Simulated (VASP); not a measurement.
# KBr (Fm-3m) in VASP: a series of runs

The runs below take KBr through single point, equation of state, with PBE, PBEsol.

All numbers are computed with VASP 6.6.1; they aren't measurements. Logs are shortened: lines on timing, memory, paths and dates and some standing lists are left out, and cuts for length are marked.

## Step 1: The crystal as given

It takes space group Fm-3m (No. 225, cubic). The conventional cell has a = 6.600 Å, b = 6.600 Å, c = 6.600 Å, α = 90.00°, β = 90.00°, γ = 90.00°. Br (site symmetry m-3m) has 6 K at 3.30 Å as nearest neighbours. Around K (site symmetry m-3m) lie 6 Br at 3.30 Å.

## Step 2: Single point, PBE

INCAR

```
PREC = Accurate
ENCUT = 520
EDIFF = 1E-7
ISMEAR = -1
SIGMA = 0.05
LREAL = F
LASPH = T
NELM = 100
ALGO = Normal
ISIF = 2
LWAVE = F
LCHARG = F
GGA = PE
NBANDS = 15
```

KPOINTS

```
regular mesh
0
Gamma
  7 7 7
```

POSCAR

```
KBr
1.0
    0.0000000000      3.3000000000      3.3000000000
    3.3000000000      0.0000000000      3.3000000000
    3.3000000000      3.3000000000      0.0000000000
Br K
1 1
Direct
    0.5000000000      0.5000000000      0.5000000000
    0.0000000000      0.0000000000      0.0000000000
```

Potentials or basis: VASP PAW PBE potentials, release 64 (Br, K_sv).

Launch:

```bash
$ cat potpaw_PBE.64/Br/POTCAR potpaw_PBE.64/K_sv/POTCAR > POTCAR
$ mpirun -np 1 vasp_std > vasp.out
```

OUTCAR:

```text
PREC = Accurate
   ENCUT = 520
   EDIFF = 1E-7
   ISMEAR = -1
   LREAL = F
   LASPH = T
   NELM = 100
   ISIF = 2
   GGA = PE

 ion  position               nearest neighbor table
   1  0.500  0.500  0.500-   2 3.30   2 3.30   2 3.30   2 3.30   2 3.30   2 3.30
   2  0.000  0.000  0.000-   1 3.30   1 3.30   1 3.30   1 3.30   1 3.30   1 3.30

  LATTYP: Found a face centered cubic cell.
 ALAT       =     6.6000000000

  Lattice vectors:

 A1 = (   0.0000000000,   3.3000000000,   3.3000000000)
 A2 = (   3.3000000000,   0.0000000000,   3.3000000000)
 A3 = (   3.3000000000,   3.3000000000,   0.0000000000)

Analysis of symmetry for initial positions (statically):
=====================================================================
 Subroutine PRICEL returns:
 Original cell was already a primitive cell.

 Routine SETGRP: Setting up the symmetry group for a
 face centered cubic supercell.

 Subroutine GETGRP returns: Found 48 space group operations
 (whereof 48 operations were pure point group operations)
 out of a pool of 48 trial point group operations.

The static configuration has the point symmetry O_h .

Analysis of symmetry for dynamics (positions and initial velocities):
=====================================================================
 Subroutine PRICEL returns:
 Original cell was already a primitive cell.

 Routine SETGRP: Setting up the symmetry group for a
 face centered cubic supercell.

 Subroutine GETGRP returns: Found 48 space group operations
 (whereof 48 operations were pure point group operations)
 out of a pool of 48 trial point group operations.

The dynamic configuration has the point symmetry O_h .

 Subroutine INISYM returns: Found 48 space group operations
 (whereof 48 operations are pure point group operations),
 and found     1 'primitive' translations

----------------------------------------------------------------------------------------

                                     Primitive cell

  volume of cell :      71.8740

  direct lattice vectors                    reciprocal lattice vectors
     0.000000000  3.300000000  3.300000000    -0.151515152  0.151515152  0.151515152
     3.300000000  0.000000000  3.300000000     0.151515152 -0.151515152  0.151515152
     3.300000000  3.300000000  0.000000000     0.151515152  0.151515152 -0.151515152

  length of vectors
     4.666904756  4.666904756  4.666904756     0.262431941  0.262431941  0.262431941

  position of ions in fractional coordinates (direct lattice)
     0.500000000  0.500000000  0.500000000
     0.000000000  0.000000000  0.000000000

  ion indices of the primitive-cell ions
   primitive index   ion index
                 1           1
                 2           2

----------------------------------------------------------------------------------------

 KPOINTS: regular mesh

Automatic generation of k-mesh.
 Grid dimensions read from file:
 generate k-points for:    7    7    7

 Generating k-lattice:

  Cartesian coordinates                     Fractional coordinates (reciprocal lattice)
    -0.021645022  0.021645022  0.021645022     0.142857143  0.000000000  0.000000000
     0.021645022 -0.021645022  0.021645022     0.000000000  0.142857143  0.000000000
     0.021645022  0.021645022 -0.021645022     0.000000000  0.000000000  0.142857143

  Length of vectors
     0.037490277  0.037490277  0.037490277

  Shift w.r.t. Gamma in fractional coordinates (k-lattice)
     0.000000000  0.000000000  0.000000000

 Subroutine IBZKPT returns following result:
 ===========================================

 Found     20 irreducible k-points:

 Following reciprocal coordinates:
            Coordinates               Weight
  0.000000  0.000000  0.000000      1.000000
  0.142857  0.000000  0.000000      8.000000
  0.285714  0.000000  0.000000      8.000000
  0.428571  0.000000  0.000000      8.000000
  0.142857  0.142857  0.000000      6.000000
  0.285714  0.142857  0.000000     24.000000
[... 12 lines left out ...]
 -0.428571  0.428571  0.142857     24.000000
 -0.285714  0.428571  0.142857     24.000000
   k-points           NKPTS =     20   k-points in BZ     NKDIM =     20   number of bands    NBANDS=     15
   number of dos      NEDOS =    301   number of ions     NIONS =      2
   total plane-waves  NPLWV =  46656
   dimension x,y,z NGX =    36 NGY =   36 NGZ =   36
   dimension x,y,z NGXF=    72 NGYF=   72 NGZF=   72
   ions per type =               1   1
   NGX,Y,Z   is equivalent  to a cutoff of  12.82, 12.82, 12.82 a.u.
   NGXF,Y,Z  is equivalent  to a cutoff of  25.65, 25.65, 25.65 a.u.
 SYSTEM =  unknown system
   PREC   = accura    normal or accurate (medium, high low for compatibility)
   ISTART =      0    job   : 0-new  1-cont  2-samecut
   ICHARG =      2    charge: 1-file 2-atom 10-const
   ISPIN  =      1    spin polarized calculation?
   LNONCOLLINEAR =      F non collinear calculations
   LSORBIT =      F    spin-orbit coupling
   LASPH  =      T    aspherical Exc in radial PAW
   ENCUT  =  520.0 eV  38.22 Ry    6.18 a.u.   8.68  8.68  8.68*2*pi/ulx,y,z
   NELM   =    100;   NELMIN=  2; NELMDL= -5     # of ELM steps
   EDIFF  = 0.1E-06   stopping-criterion for ELM
   LREAL  =      F    real-space projection
   EDIFFG = 0.1E-05   stopping-criterion for IOM
   NSW    =      0    number of steps for IOM
   IBRION =     -1    ionic relax: 0-MD 1-quasi-New 2-CG
   NFREE  =      0    steps in history (QN), initial steepest desc. (CG)
   ISIF   =      2    stress and relaxation
   ISYM   =      2    0-nonsym 1-usesym 2-fastsym
   POTIM  = 0.5000    time-step for ionic-motion
   TEBEG  =    0.0;   TEEND  =   0.0 temperature during run
   PSTRESS=    0.0 pullay stress
   NELECT =      16.0000    total number of electrons
   NUPDOWN=      -1.0000    fix difference up-down
   EMIN   =  10.00;   EMAX   =-10.00  energy-range for DOS
   EFERMI =   0.00;   METHOD = LEGACY
   ISMEAR =    -1;   SIGMA  =   0.05  broadening in eV -4-tet -1-fermi 0-gaus
   EFERMI_NEDOS =   21; number of points for ismear=-14 and -15
   IALGO  =     38    algorithm
   IMIX   =      4    mixing-type and parameters
     AMIX     =   0.40;   BMIX     =  1.00
     AMIX_MAG =   1.60;   BMIX_MAG =  1.00
  volume/ion in A,a.u.               =      35.94       242.51
  Fermi-wavevector in a.u.,A,eV,Ry     =   0.992181  1.874950 13.393889  0.984423
  Thomas-Fermi vector in A             =   2.123975
   LORBIT       =      0    0 simple, 1 ext, 2 COOP (PROOUT), +10 PAW based schemes
   GGA     = PE    functional components
   LHFCALC =     F    Hartree Fock is set to
   AEXX    =    0.0000 exact exchange contribution
   IVDW    =     0    specifies the selected vdW correction
   LEPSILON=     F    determine dielectric tensor
   LRPA    =     F    only Hartree local field effects (RPA)
 non-spin polarized calculation
  energy-cutoff  :      520.00
  volume of cell :       71.87
 maximum number of plane-waves:      1948
   NGX = 17   NGY = 17   NGZ = 17

 number of electron      15.9999997 magnetization

 Free energy of the ion-electron system (eV)
  ---------------------------------------------------
  ext. energy  EPLUGINS =         0.00000000
  ---------------------------------------------------
  free energy    TOTEN  =        -6.21508458 eV

  energy without entropy =       -6.21508458  energy(sigma->0) =       -6.21508458

 E-fermi :  -0.6608     XC(G=0):  -7.3706

 val. band max:       -1.7406308587   @ k =   0.0000   0.0000   0.0000
 cond. band min:       2.6932906661   @ k =   0.0000   0.0000   0.0000
 fundamental gap:      4.4339215248
 Fermi energy:        -0.6608175679

 k-point     1 :       0.0000    0.0000    0.0000
  band No.  band energies     occupation
      1     -29.5217      2.00000
      2     -14.0328      2.00000
      3     -12.9990      2.00000
      4     -12.9990      2.00000
      5     -12.9990      2.00000
      6      -1.7406      2.00000
      7      -1.7406      2.00000
      8      -1.7406      2.00000
      9       2.6933      0.00000
     10       5.8635      0.00000
     11       5.8635      0.00000
     12       5.8635      0.00000
     13       6.6868      0.00000
     14       6.6868      0.00000
     15       9.8617      0.00000

 k-point     2 :       0.1429    0.0000    0.0000
  band No.  band energies     occupation
      1     -29.5206      2.00000
      2     -14.0720      2.00000
      3     -13.0001      2.00000
      4     -13.0001      2.00000
      5     -12.9467      2.00000
      6      -2.0227      2.00000
      7      -1.8076      2.00000
      8      -1.8076      2.00000
      9       3.1931      0.00000
     10       5.7435      0.00000
     11       6.1040      0.00000
     12       6.1040      0.00000
     13       6.9518      0.00000
     14       6.9518      0.00000
     15      10.5615      0.00000

 k-point     3 :       0.2857    0.0000    0.0000
  band No.  band energies     occupation
      1     -29.5183      2.00000
      2     -14.1492      2.00000
      3     -13.0024      2.00000
      4     -13.0024      2.00000
      5     -12.8395      2.00000
      6      -2.5347      2.00000
      7      -1.9504      2.00000
      8      -1.9504      2.00000
      9       4.1872      0.00000
     10       5.8190      0.00000
     11       6.7643      0.00000
     12       6.7643      0.00000
     13       7.6644      0.00000
     14       7.6644      0.00000
     15      10.1477      0.00000
[... 271 lines left out ...]
 k-point    19 :      -0.4286    0.4286    0.1429
  band No.  band energies     occupation
      1     -29.5147      2.00000
      2     -14.0198      2.00000
      3     -13.0600      2.00000
      4     -13.0431      2.00000
      5     -12.9401      2.00000
      6      -2.5187      2.00000
      7      -2.1494      2.00000
      8      -2.1381      2.00000
      9       4.7199      0.00000
     10       5.8526      0.00000
     11       6.8717      0.00000
     12       7.8358      0.00000
     13       8.0428      0.00000
     14       8.8695      0.00000
     15       9.3651      0.00000

 k-point    20 :      -0.2857    0.4286    0.1429
  band No.  band energies     occupation
      1     -29.5145      2.00000
      2     -14.0469      2.00000
      3     -13.0657      2.00000
      4     -13.0420      2.00000
      5     -12.8976      2.00000
      6      -2.4147      2.00000
      7      -2.3662      2.00000
      8      -2.1588      2.00000
      9       5.3125      0.00000
     10       6.0447      0.00000
     11       6.5910      0.00000
     12       7.3080      0.00000
     13       8.7308      0.00000
     14       8.7450      0.00000
     15       9.5373      0.00000

------------------------ aborting loop because EDIFF is reached ----------------------------------------

  FORCE on cell =-STRESS in cart. coord.  units (eV):
  Direction    XX          YY          ZZ          XY          YZ          ZX
  --------------------------------------------------------------------------------------
  -------------------------------------------------------------------------------------
  Total        0.3385899      0.3385899      0.3385899      0.0000000      0.0000000     -0.0000000
  in kB        7.5476684      7.5476684      7.5476684      0.0000000      0.0000000     -0.0000000
  external PRESSURE =       7.5476684 kB  Pullay stress =       0.0000000 kB

 VOLUME and BASIS-vectors are now :
 -----------------------------------------------------------------------------
  energy-cutoff  :      520.00
  volume of cell :       71.87
      direct lattice vectors                 reciprocal lattice vectors
     0.000000000  3.300000000  3.300000000    -0.151515152  0.151515152  0.151515152
     3.300000000  0.000000000  3.300000000     0.151515152 -0.151515152  0.151515152
     3.300000000  3.300000000  0.000000000     0.151515152  0.151515152 -0.151515152

 POSITION                                       TOTAL-FORCE (eV/Angst)
 -----------------------------------------------------------------------------------
      3.30000      3.30000      3.30000        -0.000000     -0.000000     -0.000000
      0.00000      0.00000      0.00000         0.000000      0.000000      0.000000
 -----------------------------------------------------------------------------------
    total drift:                                0.000000      0.000000      0.000000

  FREE ENERGIE OF THE ION-ELECTRON SYSTEM (eV)
  ---------------------------------------------------
  free  energy   TOTEN  =        -6.2150845767 eV

  energy  without entropy=       -6.2150845767  energy(sigma->0) =       -6.21508458
```

It took 10 s on 1 thread of AMD EPYC 9R45 (Zen 5), shared host; peak memory 0.18 GiB.

Results:

- Free energy: -6.2151 eV
- Pressure: 0.8 GPa
- Band gap on the k mesh: 4.43 eV, direct

Caveat: an odd mesh through Γ misses points on the zone boundary, where band edges often lie.

[end of part 1 of 3]
